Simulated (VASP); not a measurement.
# CdSe (Cadmoselite) (P6_3mc) in VASP: notebook

Aim: see how the results for CdSe (Cadmoselite) move with the level of theory and the settings. Levels: RPBE, revPBE+D3(BJ). Tasks: single point, relaxation of cell and atoms.

Program: VASP 6.6.1. These are calculated values, not measurements. Logs are shortened: lines on timing, memory, paths and dates and some standing lists are left out, and cuts for length are marked.

**Experimental background.**

A printed reference work, data compilation reports, for a bulk crystal of CdSe at 2 K: band gap 1.841 eV.

The results are compared with them further down.

## 1. The cell of the first run

It takes space group P6_3mc (No. 186, hexagonal). Conventional cell: a = 4.445 Å, b = 4.445 Å, c = 7.255 Å, α = 90.00°, β = 90.00°, γ = 120.00°. Within 3.6 Å of Cd (site symmetry 3m) lie 4 Se at 2.72 to 2.73 Å. Se (site symmetry 3m) has 4 Cd at 2.72 to 2.73 Å within 3.6 Å.

## 2. Single point, RPBE

INCAR reads:

```
  ALGO = Normal
  EDIFF = 1E-6
  ENCUT = 500
  GGA = RP
  GGA_COMPAT = False
  ISIF = 2
  ISMEAR = 0
  LASPH = True
  LCHARG = False
  LREAL = False
  LWAVE = False
  NBANDS = 26
  NELM = 120
  PREC = Accurate
  SIGMA = 0.01
```

KPOINTS reads:

```
k-points
0
Gamma
  6 6 4
```

POSCAR reads:

```
CdSe
1.0
    4.4454758761      0.0000000000      0.0000000000
   -2.2227379381      3.8498950406      0.0000000000
    0.0000000000      0.0000000000      7.2552036616
Cd Se
2 2
Direct
    0.3333333333      0.6666666667      0.0044838005
    0.6666666667      0.3333333333      0.5044838005
    0.3333333333      0.6666666667      0.3805161995
    0.6666666667      0.3333333333      0.8805161995
```

Potentials or basis: VASP PAW PBE potentials, release 64 (Cd, Se).

Started as:

```bash
$ cat potpaw_PBE.64/Cd/POTCAR potpaw_PBE.64/Se/POTCAR > POTCAR
$ mpirun -np 1 vasp_std > vasp.out
```

OUTCAR:

```text
EDIFF = 1E-6
   ENCUT = 500
   GGA = RP
   ISIF = 2
   ISMEAR = 0
   LASPH = True
   LREAL = False
   NELM = 120
   PREC = Accurate

 ion  position               nearest neighbor table
   1  0.333  0.667  0.004-   4 2.72   4 2.72   4 2.72   3 2.73
   2  0.667  0.333  0.504-   3 2.72   3 2.72   3 2.72   4 2.73
   3  0.333  0.667  0.381-   2 2.72   2 2.72   2 2.72   1 2.73
   4  0.667  0.333  0.881-   1 2.72   1 2.72   1 2.72   2 2.73

  LATTYP: Found a hexagonal cell.
 ALAT       =     4.4454758761
 C/A-ratio  =     1.6320420724

  Lattice vectors:

 A1 = (   4.4454758761,   0.0000000000,   0.0000000000)
 A2 = (  -2.2227379381,   3.8498950406,   0.0000000000)
 A3 = (   0.0000000000,   0.0000000000,   7.2552036616)

Analysis of symmetry for initial positions (statically):
=====================================================================
 Subroutine PRICEL returns:
 Original cell was already a primitive cell.

 Routine SETGRP: Setting up the symmetry group for a
 hexagonal supercell.

 Subroutine GETGRP returns: Found 12 space group operations
 (whereof  6 operations were pure point group operations)
 out of a pool of 24 trial point group operations.

The static configuration has the point symmetry C_3v.
 The point group associated with its full space group is C_6v.

Analysis of symmetry for dynamics (positions and initial velocities):
=====================================================================
 Subroutine PRICEL returns:
 Original cell was already a primitive cell.

 Routine SETGRP: Setting up the symmetry group for a
 hexagonal supercell.

 Subroutine GETGRP returns: Found 12 space group operations
 (whereof  6 operations were pure point group operations)
 out of a pool of 24 trial point group operations.

The dynamic configuration has the point symmetry C_3v.
 The point group associated with its full space group is C_6v.

 Subroutine INISYM returns: Found 12 space group operations
 (whereof  6 operations are pure point group operations),
 and found     1 'primitive' translations

----------------------------------------------------------------------------------------

                                     Primitive cell

  volume of cell :     124.1700

  direct lattice vectors                    reciprocal lattice vectors
     4.445475876  0.000000000  0.000000000     0.224947796  0.129873671  0.000000000
    -2.222737938  3.849895041  0.000000000     0.000000000  0.259747341  0.000000000
     0.000000000  0.000000000  7.255203662     0.000000000  0.000000000  0.137832106

  length of vectors
     4.445475876  4.445475876  7.255203662     0.259747341  0.259747341  0.137832106

  position of ions in fractional coordinates (direct lattice)
     0.333333333  0.666666667  0.004483800
     0.666666667  0.333333333  0.504483800
     0.333333333  0.666666667  0.380516200
     0.666666667  0.333333333  0.880516200

  ion indices of the primitive-cell ions
   primitive index   ion index
                 1           1
                 2           2
                 3           3
                 4           4

----------------------------------------------------------------------------------------

 KPOINTS: k-points

Automatic generation of k-mesh.
 Grid dimensions read from file:
 generate k-points for:    6    6    4

 Generating k-lattice:

  Cartesian coordinates                     Fractional coordinates (reciprocal lattice)
     0.037491299  0.021645612  0.000000000     0.166666667  0.000000000  0.000000000
     0.000000000  0.043291224  0.000000000     0.000000000  0.166666667  0.000000000
     0.000000000  0.000000000  0.034458026     0.000000000  0.000000000  0.250000000

  Length of vectors
     0.043291224  0.043291224  0.034458026

  Shift w.r.t. Gamma in fractional coordinates (k-lattice)
     0.000000000  0.000000000  0.000000000

 Subroutine IBZKPT returns following result:
 ===========================================

 Found     21 irreducible k-points:

 Following reciprocal coordinates:
            Coordinates               Weight
  0.000000  0.000000  0.000000      1.000000
  0.166667  0.000000  0.000000      6.000000
  0.333333  0.000000  0.000000      6.000000
  0.500000  0.000000  0.000000      3.000000
  0.166667  0.166667  0.000000      6.000000
  0.333333  0.166667  0.000000     12.000000
[... 13 lines left out ...]
  0.333333  0.166667  0.500000     12.000000
  0.333333  0.333333  0.500000      2.000000
   k-points           NKPTS =     21   k-points in BZ     NKDIM =     21   number of bands    NBANDS=     26
   number of dos      NEDOS =    301   number of ions     NIONS =      4
   total plane-waves  NPLWV =  55296
   dimension x,y,z NGX =    32 NGY =   32 NGZ =   54
   dimension x,y,z NGXF=    64 NGYF=   64 NGZF=  108
   ions per type =               2   2
   NGX,Y,Z   is equivalent  to a cutoff of  11.97, 11.97, 12.37 a.u.
   NGXF,Y,Z  is equivalent  to a cutoff of  23.93, 23.93, 24.75 a.u.
 SYSTEM =  unknown system
   PREC   = accura    normal or accurate (medium, high low for compatibility)
   ISTART =      0    job   : 0-new  1-cont  2-samecut
   ICHARG =      2    charge: 1-file 2-atom 10-const
   ISPIN  =      1    spin polarized calculation?
   LNONCOLLINEAR =      F non collinear calculations
   LSORBIT =      F    spin-orbit coupling
   LASPH  =      T    aspherical Exc in radial PAW
   ENCUT  =  500.0 eV  36.75 Ry    6.06 a.u.   8.11  8.11 13.23*2*pi/ulx,y,z
   NELM   =    120;   NELMIN=  2; NELMDL= -5     # of ELM steps
   EDIFF  = 0.1E-05   stopping-criterion for ELM
   LREAL  =      F    real-space projection
   EDIFFG = 0.1E-04   stopping-criterion for IOM
   NSW    =      0    number of steps for IOM
   IBRION =     -1    ionic relax: 0-MD 1-quasi-New 2-CG
   NFREE  =      0    steps in history (QN), initial steepest desc. (CG)
   ISIF   =      2    stress and relaxation
   ISYM   =      2    0-nonsym 1-usesym 2-fastsym
   POTIM  = 0.5000    time-step for ionic-motion
   TEBEG  =    0.0;   TEEND  =   0.0 temperature during run
   PSTRESS=    0.0 pullay stress
   NELECT =      36.0000    total number of electrons
   NUPDOWN=      -1.0000    fix difference up-down
   EMIN   =  10.00;   EMAX   =-10.00  energy-range for DOS
   EFERMI =   0.00;   METHOD = LEGACY
   ISMEAR =     0;   SIGMA  =   0.01  broadening in eV -4-tet -1-fermi 0-gaus
   EFERMI_NEDOS =   21; number of points for ismear=-14 and -15
   IALGO  =     38    algorithm
   IMIX   =      4    mixing-type and parameters
     AMIX     =   0.40;   BMIX     =  1.00
     AMIX_MAG =   1.60;   BMIX_MAG =  1.00
  volume/ion in A,a.u.               =      31.04       209.49
  Fermi-wavevector in a.u.,A,eV,Ry     =   1.083520  2.047555 15.973438  1.174015
  Thomas-Fermi vector in A             =   2.219587
   LORBIT       =      0    0 simple, 1 ext, 2 COOP (PROOUT), +10 PAW based schemes
   GGA     = RP    functional components
   LHFCALC =     F    Hartree Fock is set to
   AEXX    =    0.0000 exact exchange contribution
   IVDW    =     0    specifies the selected vdW correction
   LEPSILON=     F    determine dielectric tensor
   LRPA    =     F    only Hartree local field effects (RPA)
 non-spin polarized calculation
 Gauss-broadening in eV      SIGMA  =   0.01
  energy-cutoff  :      500.00
  volume of cell :      124.17
 maximum number of plane-waves:      3176
   NGX = 17   NGY = 17   NGZ = 27

 number of electron      36.0000009 magnetization

 Free energy of the ion-electron system (eV)
  ---------------------------------------------------
  ext. energy  EPLUGINS =         0.00000000
  ---------------------------------------------------
  free energy    TOTEN  =        -9.75260315 eV

  energy without entropy =       -9.75260315  energy(sigma->0) =       -9.75260315

 E-fermi :   0.3938     XC(G=0):  -8.1841

 val. band max:        0.3416407135   @ k =   0.0000   0.0000   0.0000
 cond. band min:       0.9607807074   @ k =   0.0000   0.0000   0.0000
 fundamental gap:      0.6191399939
 Fermi energy:         0.3938472100

 k-point     1 :       0.0000    0.0000    0.0000
  band No.  band energies     occupation
      1     -11.7049      2.00000
      2     -11.4146      2.00000
      3      -7.3198      2.00000
      4      -7.3167      2.00000
      5      -7.3167      2.00000
      6      -7.2664      2.00000
[... 18 lines left out ...]
     25       7.3123      0.00000
     26       7.8840      0.00000

 k-point     2 :       0.1667    0.0000    0.0000
  band No.  band energies     occupation
      1     -11.6409      2.00000
      2     -11.3859      2.00000
      3      -7.3008      2.00000
      4      -7.2951      2.00000
      5      -7.2585      2.00000
      6      -7.2364      2.00000
[... 18 lines left out ...]
     25       7.5668      0.00000
     26       7.8685      0.00000

 k-point     3 :       0.3333    0.0000    0.0000
  band No.  band energies     occupation
      1     -11.5020      2.00000
      2     -11.3376      2.00000
      3      -7.2675      2.00000
      4      -7.2610      2.00000
      5      -7.1788      2.00000
      6      -7.1779      2.00000
[... 18 lines left out ...]
     25       8.1799      0.00000
     26       8.3452      0.00000

 k-point     4 :       0.5000    0.0000    0.0000
  band No.  band energies     occupation
      1     -11.4190      2.00000
      2     -11.3263      2.00000
      3      -7.2553      2.00000
      4      -7.2495      2.00000
      5      -7.1508      2.00000
      6      -7.1365      2.00000
[... 18 lines left out ...]
     25       8.1951      0.00000
     26       9.7753      0.00000

 k-point     5 :       0.1667    0.1667    0.0000
  band No.  band energies     occupation
      1     -11.5389      2.00000
      2     -11.3480      2.00000
      3      -7.2729      2.00000
      4      -7.2684      2.00000
      5      -7.1998      2.00000
      6      -7.1967      2.00000
[... 18 lines left out ...]
     25       8.0025      0.00000
     26       8.3464      0.00000

 k-point     6 :       0.3333    0.1667    0.0000
  band No.  band energies     occupation
      1     -11.4200      2.00000
      2     -11.3263      2.00000
      3      -7.2625      2.00000
      4      -7.2335      2.00000
      5      -7.1603      2.00000
      6      -7.1523      2.00000
[... 340 lines left out ...]
 k-point    18 :       0.5000    0.0000    0.5000
  band No.  band energies     occupation
      1     -11.3680      2.00000
      2     -11.3680      2.00000
      3      -7.2294      2.00000
      4      -7.2294      2.00000
      5      -7.1975      2.00000
      6      -7.1975      2.00000
[... 18 lines left out ...]
     25       8.1578      0.00000
     26       8.1578      0.00000

 k-point    19 :       0.1667    0.1667    0.5000
  band No.  band energies     occupation
      1     -11.4399      2.00000
      2     -11.4399      2.00000
      3      -7.2421      2.00000
      4      -7.2421      2.00000
      5      -7.2258      2.00000
      6      -7.2258      2.00000
[... 18 lines left out ...]
     25       7.7993      0.00000
     26       7.7993      0.00000

 k-point    20 :       0.3333    0.1667    0.5000
  band No.  band energies     occupation
      1     -11.3685      2.00000
      2     -11.3685      2.00000
      3      -7.2200      2.00000
      4      -7.2200      2.00000
      5      -7.2010      2.00000
      6      -7.2010      2.00000
[... 18 lines left out ...]
     25       8.2157      0.00000
     26       8.2157      0.00000

 k-point    21 :       0.3333    0.3333    0.5000
  band No.  band energies     occupation
      1     -11.3452      2.00000
      2     -11.3452      2.00000
      3      -7.2049      2.00000
      4      -7.2049      2.00000
      5      -7.1992      2.00000
      6      -7.1992      2.00000
[... 18 lines left out ...]
     25       8.8536      0.00000
     26       8.8536      0.00000

------------------------ aborting loop because EDIFF is reached ----------------------------------------

  FORCE on cell =-STRESS in cart. coord.  units (eV):
  Direction    XX          YY          ZZ          XY          YZ          ZX
  --------------------------------------------------------------------------------------
  -------------------------------------------------------------------------------------
  Total        0.1720470      0.1720470      0.1368267     -0.0000000      0.0000000      0.0000000
  in kB        2.2199387      2.2199387      1.7654878     -0.0000000      0.0000000      0.0000000
  external PRESSURE =       2.0684551 kB  Pullay stress =       0.0000000 kB

 VOLUME and BASIS-vectors are now :
 -----------------------------------------------------------------------------
  energy-cutoff  :      500.00
  volume of cell :      124.17
      direct lattice vectors                 reciprocal lattice vectors
     4.445475876  0.000000000  0.000000000     0.224947796  0.129873671  0.000000000
    -2.222737938  3.849895041  0.000000000     0.000000000  0.259747341  0.000000000
     0.000000000  0.000000000  7.255203662     0.000000000  0.000000000  0.137832106

 POSITION                                       TOTAL-FORCE (eV/Angst)
 -----------------------------------------------------------------------------------
     -0.00000      2.56660      0.03253        -0.000000     -0.000000      0.006114
      2.22274      1.28330      3.66013         0.000000      0.000000      0.006114
     -0.00000      2.56660      2.76072        -0.000000      0.000000     -0.006114
      2.22274      1.28330      6.38832        -0.000000     -0.000000     -0.006114
 -----------------------------------------------------------------------------------
    total drift:                               -0.000000     -0.000000      0.000393

  FREE ENERGIE OF THE ION-ELECTRON SYSTEM (eV)
  ---------------------------------------------------
  free  energy   TOTEN  =        -9.7526031545 eV

  energy  without entropy=       -9.7526031545  energy(sigma->0) =       -9.75260315
```

It took 31 s on 1 thread of Intel Xeon Platinum 8488C (Sapphire Rapids), shared host; peak memory 0.24 GiB.

Results:

```yaml
Free_energy: -9.7526 eV
Pressure: 0.2 GPa
Largest_force: 0.006 eV/Å
Band_gap_on_the_k_mesh: 0.62 eV, direct
```

Forces in eV/Å, atoms in the order of the input:
```
Cd   0.000  0.000  0.006
Cd   0.000  0.000  0.006
Se   0.000  0.000 -0.006
Se   0.000  0.000 -0.006
```

Caveat: the PAW data sets were made with another functional, which shifts forces and pressure a little.

## 3. Relaxation of cell and atoms, revPBE+D3(BJ)

This run uses another cell than the first one, of 28.10 Å³/atom, 0.905 times its volume.

INCAR reads:

```
ALGO = Normal
EDIFF = 1E-7
EDIFFG = -0.01
ENCUT = 500
GGA = RE
GGA_COMPAT = False
IBRION = 2
ISIF = 3
ISMEAR = 0
IVDW = 12
LASPH = True
LCHARG = False
LREAL = False
LWAVE = False
NELM = 120
NELMIN = 4
NSW = 50
PREC = Accurate
SIGMA = 0.01
```

KPOINTS is that of step 2.

POSCAR reads:

```
CdSe
1.0
    4.3000000000      0.0000000000      0.0000000000
   -2.1500000000      3.7239090000      0.0000000000
    0.0000000000      0.0000000000      7.0200000000
Cd Se
2 2
Direct
    0.3333333333      0.6666666667      0.0000000000
    0.6666666667      0.3333333333      0.5000000000
    0.3333333333      0.6666666667      0.3850000000
    0.6666666667      0.3333333333      0.8850000000
```

Potentials or basis: VASP PAW PBE potentials, release 64 (Cd, Se).

Started as:

```bash
$ cat potpaw_PBE.64/Cd/POTCAR potpaw_PBE.64/Se/POTCAR > POTCAR
$ mpirun -np 1 vasp_std > vasp.out
```

Wall time 3 min (1 thread of Intel Xeon Platinum 8488C (Sapphire Rapids), shared host); peak memory 0.25 GiB.

Results (log left out):

```
Free energy                            : -12.1920 eV
Relaxed volume                         : 28.43 Å³/atom
Relaxed cell                           : a = 4.314 Å, b = 4.314 Å, c = 7.056 Å, α = 90.00°, β = 90.00°, γ = 120.00°
Space group after relaxing (to 0.05 Å) : P6_3mc (No. 186)
Energy gained by relaxing              : 5.9 meV/atom
Ionic steps                            : 9
Pressure after relaxing                : 0.0 GPa
Largest force after relaxing           : 0.007 eV/Å
Band gap on the k mesh                 : 0.77 eV, direct
Dispersion energy per atom             : -0.604 eV
```

Forces in eV/Å, atoms in the order of the input:
```
Cd   0.000  0.000 -0.007
Cd   0.000  0.000 -0.007
Se   0.000  0.000  0.007
Se   0.000  0.000  0.007
```

The path:
| step | energy change (eV) | largest force (eV/Å) | pressure (GPa) | volume (Å³) |
| --- | --- | --- | --- | --- |
| 1 | 0.0000 | 0.2995 | 0.70 | 112.41 |
| 2 | -0.0189 | 0.0338 | -0.31 | 114.39 |
| 3 | -0.0193 | 0.0702 | -0.19 | 114.13 |
| 4 | -0.0206 | 0.0419 | 0.02 | 113.65 |
| 5 | -0.0208 | 0.0229 | 0.16 | 113.34 |
| 6 | -0.0218 | 0.0222 | 0.13 | 113.40 |
| 7 | -0.0235 | 0.0181 | 0.05 | 113.58 |
| 8 | -0.0235 | 0.0168 | 0.02 | 113.62 |
| 9 | -0.0236 | 0.0069 | -0.03 | 113.73 |

Final structure:
```xyz
4
Lattice="4.3143 0.0000 0.0000 -2.1571 3.7363 0.0000 0.0000 0.0000 7.0558" Properties=species:S:1:pos:R:3 pbc="T T T"
Cd    0.0000    2.4908    0.0361
Cd    2.1571    1.2454    3.5640
Se    0.0000    2.4908    2.6803
Se    2.1571    1.2454    6.2082
```

Levels at points of the mesh, in eV from the valence-band top:
| k point | band 15 | band 16 | band 17 | band 18 | band 19 | band 20 | band 21 | band 22 |
| --- | --- | --- | --- | --- | --- | --- | --- | --- |
| (0.00, 0.00, 0.00) | -0.74 | -0.06 | 0.00 | 0.00 | 0.77 | 2.31 | 5.92 | 5.92 |
| (0.50, 0.00, 0.00) | -2.60 | -1.80 | -1.30 | -0.73 | 3.27 | 3.44 | 4.87 | 6.18 |
| (0.00, 0.00, 0.50) | -0.39 | -0.39 | -0.39 | -0.39 | 2.45 | 2.45 | 5.94 | 5.94 |
| (0.50, 0.00, 0.50) | -1.34 | -1.34 | -1.31 | -1.31 | 3.02 | 3.02 | 4.93 | 4.93 |

Caveat: the PAW data sets were made with another functional, which shifts forces and pressure a little.

(Part 1 of 2 ends here.)
